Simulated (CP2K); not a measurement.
# Pd (Fm-3m) in CP2K: notebook

Aim: see how the results for Pd move with the level of theory and the settings. Levels: PBE, LDA, PBEsol, vdW-DF2. Tasks: atomic charges.

Program: CP2K 2026.2. These are calculated values, not measurements. Logs are shortened: lines on timing, memory, paths and dates and some standing lists are left out, and cuts for length are marked.

## 1. The crystal as given

The structure is cubic, space group Fm-3m (No. 225). The conventional cell has a = 3.893 Å, b = 3.893 Å, c = 3.893 Å, α = 90.00°, β = 90.00°, γ = 90.00°. Pd (site symmetry m-3m) is surrounded by 12 Pd at 2.75 Å.

## 2. Atomic charges, PBE

pd_charges.inp reads:

```
&GLOBAL
  PROJECT pd_charges
  RUN_TYPE ENERGY_FORCE
  PRINT_LEVEL LOW
&END GLOBAL
&FORCE_EVAL
  METHOD QS
  STRESS_TENSOR ANALYTICAL
  &DFT
    BASIS_SET_FILE_NAME BASIS_MOLOPT_UZH
    POTENTIAL_FILE_NAME POTENTIAL_UZH
    &MGRID
      CUTOFF 750
      REL_CUTOFF 60
      NGRIDS 5
    &END MGRID
    &QS
      METHOD GPW
      EPS_DEFAULT 1.0E-9
    &END QS
    &KPOINTS
      SCHEME MONKHORST-PACK 12 12 12
      GAMMA_CENTERED T
      SYMMETRY T
      SYMMETRY_BACKEND SPGLIB
    &END KPOINTS
    &SCF
      SCF_GUESS ATOMIC
      EPS_SCF 1.0E-6
      MAX_SCF 100
      ADDED_MOS 11
      CHOLESKY OFF
      EPS_EIGVAL 1.0E-7
      &DIAGONALIZATION ON
        ALGORITHM STANDARD
      &END DIAGONALIZATION
      &MIXING ON
        METHOD BROYDEN_MIXING
        ALPHA 0.4
        BETA 1.5
        NBUFFER 8
      &END MIXING
      &SMEAR ON
        METHOD FERMI_DIRAC
        ELECTRONIC_TEMPERATURE [K] 580.226
      &END SMEAR
    &END SCF
    &XC
      &XC_FUNCTIONAL PBE
      &END XC_FUNCTIONAL
    &END XC
    &PRINT
      &KPOINTS ON
      &END KPOINTS
      &MULLIKEN ON
      &END MULLIKEN
      &MO ON
        ENERGIES T
        OCCUPATION_NUMBERS T
        &EACH
          QS_SCF 0
        &END EACH
        ADD_LAST NUMERIC
      &END MO
      &LOWDIN ON
      &END LOWDIN
      &HIRSHFELD ON
        SHAPE_FUNCTION DENSITY
      &END HIRSHFELD
      &VORONOI ON
        VORONOI_RADII COVALENT
      &END VORONOI
    &END PRINT
  &END DFT
  &SUBSYS
    &CELL
      A 2.7527666992 0.0000000000 0.0000000000
      B 1.3763833496 2.3839658922 0.0000000000
      C 1.3763833496 0.7946552974 2.2476245980
      PERIODIC XYZ
    &END CELL
    &COORD
      SCALED
      Pd  0.0000000000 0.0000000000 0.0000000000
    &END COORD
    &KIND Pd
      BASIS_SET TZVP-MOLOPT-PBE-GTH-q18
      POTENTIAL GTH-PBE-q18
    &END KIND
    &PRINT
      &ATOMIC_COORDINATES ON
      &END ATOMIC_COORDINATES
      &CELL ON
      &END CELL
    &END PRINT
  &END SUBSYS
  &PRINT
    &FORCES ON
    &END FORCES
    &STRESS_TENSOR ON
    &END STRESS_TENSOR
  &END PRINT
&END FORCE_EVAL
```

Potentials or basis: POTENTIAL_UZH Pd GTH-PBE-q18; TZVP-MOLOPT-PBE-GTH basis.

Launch:

```sh
$ OMP_NUM_THREADS=1 cp2k.psmp -i pd_charges.inp -o pd_charges.out
```

pd_charges.out:

```text

 CP2K| version string:                                       CP2K version 2026.2
 CP2K| Input file name                                            pd_charges.inp

 GLOBAL| Force Environment number                                              1
 GLOBAL| Basis set file name                                    BASIS_MOLOPT_UZH
 GLOBAL| Potential file name                                       POTENTIAL_UZH
 GLOBAL| MM Potential file name                                     MM_POTENTIAL
 GLOBAL| Coordinate file name                                      __STD_INPUT__
 GLOBAL| Method name                                                        CP2K
 GLOBAL| Project name                                                 pd_charges
 GLOBAL| Run type                                                   ENERGY_FORCE
 GLOBAL| FFT library                                                       FFTW3
[... 8 lines left out ...]
 GLOBAL| CPU model name                                                  UNKNOWN

 CELL| Volume [angstrom^3]:                                            14.750041
 CELL| Vector a [angstrom]:       2.753     0.000     0.000   |a| =     2.752767
 CELL| Vector b [angstrom]:       1.376     2.384     0.000   |b| =     2.752767
 CELL| Vector c [angstrom]:       1.376     0.795     2.248   |c| =     2.752767
 CELL| Angle (b,c), alpha [degree]:                                    60.000000
 CELL| Angle (a,c), beta  [degree]:                                    60.000000
 CELL| Angle (a,b), gamma [degree]:                                    60.000000
 CELL| Numerically orthorhombic:                                              NO
 CELL| Periodicity                                                           XYZ

 CELL_REF| Volume [angstrom^3]:                                        14.750041
 CELL_REF| Vector a [angstrom     2.753     0.000     0.000   |a| =     2.752767
 CELL_REF| Vector b [angstrom     1.376     2.384     0.000   |b| =     2.752767
 CELL_REF| Vector c [angstrom     1.376     0.795     2.248   |c| =     2.752767
 CELL_REF| Angle (b,c), alpha [degree]:                                60.000000
 CELL_REF| Angle (a,c), beta  [degree]:                                60.000000
 CELL_REF| Angle (a,b), gamma [degree]:                                60.000000
 CELL_REF| Numerically orthorhombic:                                          NO
 CELL_REF| Periodicity                                                       XYZ
[... 9 lines left out ...]
 TOTAL NUMBERS AND MAXIMUM NUMBERS

  Total number of            - Atomic kinds:                                   1
                             - Atoms:                                          1
                             - Shell sets:                                     1
                             - Shells:                                        11
                             - Primitive Cartesian functions:                  7
                             - Cartesian basis functions:                     41
                             - Spherical basis functions:                     35

  Maximum angular momentum of- Orbital basis functions:                        3
                             - Local part of the GTH pseudopotential:          2
                             - Non-local part of the GTH pseudopotential:      4

 MODULE QUICKSTEP: ATOMIC COORDINATES IN ANGSTROM

   Atom Kind Element         X             Y             Z       Z(eff)     Mass
      1    1 Pd   46      0.000000      0.000000      0.000000  18.0000 106.4200

 SCF PARAMETERS         Density guess:                                    ATOMIC
[... 9 lines left out ...]
                        --------------------------------------------------------
                        level_shift [a.u.]:                             0.000000
                        added MOs                                        11    0
                        --------------------------------------------------------
                        Mixing method:                            BROYDEN_MIXING
                                                charge density mixing in g-space
                        --------------------------------------------------------
                        Smear method:                                FERMI_DIRAC
                        Electronic temperature [K]:                        580.2
                        Electronic temperature [a.u.]:                  1.84E-03
                        Accuracy threshold:                             1.00E-10
                        --------------------------------------------------------
                        No outer SCF

 *******************************************************************************
                                    Kpoints
 *******************************************************************************
 BRILLOUIN| K-point scheme                                        Monkhorst-Pack
 BRILLOUIN| K-Point grid                                            12   12   12
 BRILLOUIN| Gamma-centered k-point mesh                                     ON
 BRILLOUIN| K-point symmetry accuracy                               0.100000E-05
 BRILLOUIN| K-Point point group symmetrization                                ON
 BRILLOUIN| Symmetry backend                                             SPGLIB
 BRILLOUIN| Symmetry reduction method                                    SPGLIB
 BRILLOUIN| Wavefunction type                                            COMPLEX
 BRILLOUIN| List of Kpoints [2 Pi/Bohr]                                       72
 BRILLOUIN| Number           Weight            X              Y              Z
 BRILLOUIN|     1           0.00463       -0.41667       -0.41667       -0.41667
 BRILLOUIN|     2           0.01389       -0.41667       -0.41667       -0.33333
 BRILLOUIN|     3           0.01389       -0.41667       -0.41667       -0.25000
 BRILLOUIN|     4           0.01389       -0.41667       -0.41667       -0.16667
 BRILLOUIN|     5           0.01389       -0.41667       -0.41667       -0.08333
 BRILLOUIN|     6           0.00347       -0.41667       -0.41667        0.00000
[... 32 lines left out ...]
 BRILLOUIN|    39           0.01389       -0.33333       -0.33333       -0.25000
 BRILLOUIN|    40           0.01389       -0.33333       -0.33333       -0.16667
 [... further k-points ...]
 *******************************************************************************

 Extrapolation method: initial_guess

 Number of electrons:                                                         18
 Number of occupied orbitals:                                                  9
 Number of molecular orbitals:                                                20

 Number of orbital functions:                                                 35
 Number of independent orbital functions:                                     35

 SCF WAVEFUNCTION OPTIMIZATION

  Step     Update method      Time    Convergence         Total energy    Change
  ------------------------------------------------------------------------------
     1 NoMix/Diag. 0.40E+00    9.3     0.39842064      -126.8289183273 -1.27E+02
     2 Broy./Diag. 0.40E+00    6.3     0.11415727      -128.7965583822 -1.97E+00
     3 Broy./Diag. 0.40E+00    6.5     0.08272142      -127.4169768229  1.38E+00
     4 Broy./Diag. 0.40E+00    6.4     0.02568873      -126.6487361411  7.68E-01
     5 Broy./Diag. 0.40E+00    6.5     0.00121659      -126.6619824310 -1.32E-02
     6 Broy./Diag. 0.40E+00    6.4     0.00095129      -126.6570650383  4.92E-03
     7 Broy./Diag. 0.40E+00    6.5     0.00015128      -126.6548121355  2.25E-03
     8 Broy./Diag. 0.40E+00    6.4     0.00004935      -126.6545018851  3.10E-04
     9 Broy./Diag. 0.40E+00    6.4     0.00001810      -126.6550470030 -5.45E-04
    10 Broy./Diag. 0.40E+00    6.5     0.00000919      -126.6549837328  6.33E-05
    11 Broy./Diag. 0.40E+00    6.6     0.00000094      -126.6550415828 -5.78E-05

  *** SCF run converged in    11 steps ***

  Electronic density on regular grids:        -17.9999999959        0.0000000041
  Core density on regular grids:               17.9999999939       -0.0000000061
  Total charge density on r-space grids:       -0.0000000020
  Total charge density g-space grids:          -0.0000000020

  Overlap energy of the core charge distribution:               0.00000000000000
  Self energy of the core charge distribution:               -221.15777161144405
  Core Hamiltonian energy:                                     53.06164972250313
  Hartree energy:                                              54.05548922280153
  Exchange-correlation energy:                                -12.61369742856917
  Electronic entropic energy:                                  -0.00071149012228
  Fermi energy:                                                 0.54785993811816

  Total energy:                                              -126.65504158277500
  Total energy (extrapolated to T->0):                       -126.65468583771386

 MO| EIGENVALUES AND OCCUPATION NUMBERS FOR K POINT 1
 MO|
 MO|  Index      Eigenvalue [a.u.]        Eigenvalue [eV]             Occupation
 MO|      1              -2.538267             -69.069747               2.000000
 MO|      2              -1.290722             -35.122318               2.000000
 MO|      3              -1.278371             -34.786243               2.000000
 MO|      4              -1.278371             -34.786243               2.000000
 MO|      5               0.353391               9.616256               2.000000
 MO|      6               0.443451              12.066922               2.000000
[... 337 lines left out ...]
 MO|      6               0.438807              11.940540               2.000000
[... 12 lines left out ...]
 MO|     19               2.037484              55.442763               0.000000
 MO|     20               2.102571              57.213858               0.000000
 MO| Sum:                                                              18.000000
 MO| E(Fermi):            0.547860 a.u.         14.908027 eV

 [... the levels of further k-points ...]

 !-----------------------------------------------------------------------------!
                     Mulliken Population Analysis

 #  Atom  Element  Kind  Atomic population                           Net charge
       1     Pd       1         18.000000                             -0.000000
 # Total charge                             18.000000                 -0.000000

 !-----------------------------------------------------------------------------!

 !-----------------------------------------------------------------------------!
                           Hirshfeld Charges

  #Atom  Element  Kind  Ref Charge     Population                    Net charge
      1       Pd     1      18.000         18.000                        -0.000

  Total Charge                                                           -0.000
 !-----------------------------------------------------------------------------!

 VORONOI| Collecting electron density from MPI ranks and sending to library...
 VORONOI| Voronoi integration finished.

 LOWDIN POPULATION ANALYSIS

 #  Atom  Element  Kind  Atomic population                           Net charge
       1     Pd       1         18.000000                             -0.000000
 # Total charge                             18.000000                 -0.000000

 ENERGY| Total FORCE_EVAL ( QS ) energy [hartree]           -126.655037825859722

 FORCES| Atomic forces [hartree/bohr]
 FORCES|   Atom     x               y               z               |f|
 FORCES|      1  4.54727276E-14  6.02398379E-15  2.53918303E-14   5.24290224E-14
 FORCES| Sum     4.54727276E-14  6.02398379E-15  2.53918303E-14
 FORCES| Total atomic force                                       5.24290224E-14

 STRESS| Analytical stress tensor [bar]
 STRESS|                        x                   y                   z
 STRESS|      x        8.95204313699E+04   5.31986195596E-01   3.85158281624E-01
 STRESS|      y        5.31986195596E-01   8.95197904400E+04   2.02930260866E-01
 STRESS|      z        3.85158281624E-01   2.02930260866E-01   8.95196383981E+04
 STRESS| 1/3 Trace                                             8.95199534027E+04
 STRESS| Determinant                                           7.17396977081E+14

 STRESS| Eigenvectors and eigenvalues of the analytical stress tensor [bar]
 STRESS|                        1                   2                   3
 STRESS| Eigenvalues   8.95194759021E+04   8.95195003072E+04   8.95208839987E+04
 STRESS|      x          -0.537561183414     -0.181791137198      0.823395382865
 STRESS|      y           0.448507134179      0.765253623424      0.461766437095
 STRESS|      z           0.714051345967     -0.617526415851      0.329836021456
```

It took 88 s on 1 thread of Arm Neoverse V2, shared host; peak memory 0.29 GiB.

What came out:

| Item | Value |
| --- | --- |
| Free energy | -3446.4589 eV |
| Pressure | 9.0 GPa |
| Band gap on the k mesh | none (metal or under the smearing width) |

Caveat: the basis of atomic orbitals isn't converged, which shifts pressures, moduli and gaps.

## 3. Atomic charges, LDA

pd_charges.inp: that of step 2 with these lines changed.

```diff
@@ -48,3 +48,7 @@
     &XC
-      &XC_FUNCTIONAL PBE
+      &XC_FUNCTIONAL
+        &LDA_X
+        &END LDA_X
+        &LDA_C_PW
+        &END LDA_C_PW
       &END XC_FUNCTIONAL
```

Potentials or basis: POTENTIAL_UZH Pd GTH-PBE-q18; TZVP-MOLOPT-PBE-GTH basis.

Launch:

```sh
$ OMP_NUM_THREADS=1 cp2k.psmp -i pd_charges.inp -o pd_charges.out
```

Wall time 87 s (1 thread of Arm Neoverse V2, shared host); peak memory 0.29 GiB.

The run converged. Its results:

| Quantity | Value |
| --- | --- |
| Free energy | -3441.6921 eV |
| Pressure | -6.9 GPa |
| Band gap on the k mesh | none (metal or under the smearing width) |

Levels at points of the mesh, in eV from the Fermi level:
| k point | band 7 | band 8 | band 9 | band 10 | band 11 | band 12 |
| --- | --- | --- | --- | --- | --- | --- |
| (0.00, 0.00, 0.00) | -2.91 | -2.91 | -1.22 | -1.22 | 17.86 | 22.34 |
| (0.00, 0.00, 0.50) | -2.95 | 0.01 | 0.01 | 0.80 | 7.24 | 17.48 |
| (0.00, 0.50, 0.50) | -0.01 | 0.32 | 0.32 | 3.10 | 10.72 | 12.96 |

Caveat: the potentials were made for another functional, which shifts forces and pressure; the basis of atomic orbitals isn't converged, which shifts pressures, moduli and gaps.

## 4. Atomic charges, PBEsol

pd_charges.inp: that of step 3 with these lines changed.

```diff
@@ -49,6 +49,6 @@
       &XC_FUNCTIONAL
-        &LDA_X
-        &END LDA_X
-        &LDA_C_PW
-        &END LDA_C_PW
+        &GGA_X_PBE_SOL
+        &END GGA_X_PBE_SOL
+        &GGA_C_PBE_SOL
+        &END GGA_C_PBE_SOL
       &END XC_FUNCTIONAL
```

Launch:

```sh
$ OMP_NUM_THREADS=1 cp2k.psmp -i pd_charges.inp -o pd_charges.out
```

Run time: 88 s. Hardware: 1 thread of Arm Neoverse V2, shared host; peak memory 0.29 GiB.

It converged, with:

```
Free energy            : -3442.7668 eV
Pressure               : -1.0 GPa
Band gap on the k mesh : none (metal or under the smearing width)
```

Levels at points of the mesh, in eV from the Fermi level:
```
           k point  band 7  band 8  band 9  band 10  band 11  band 12
(0.00, 0.00, 0.00)   -2.89   -2.89   -1.22    -1.22    17.88    22.41
(0.00, 0.00, 0.50)   -2.93    0.00    0.00     0.81     7.30    17.50
(0.00, 0.50, 0.50)   -0.02    0.32    0.32     3.14    10.77    13.03
```

Caveat: the potentials were made for another functional, which shifts forces and pressure; the basis of atomic orbitals isn't converged, which shifts pressures, moduli and gaps.

[end of part 1 of 2]
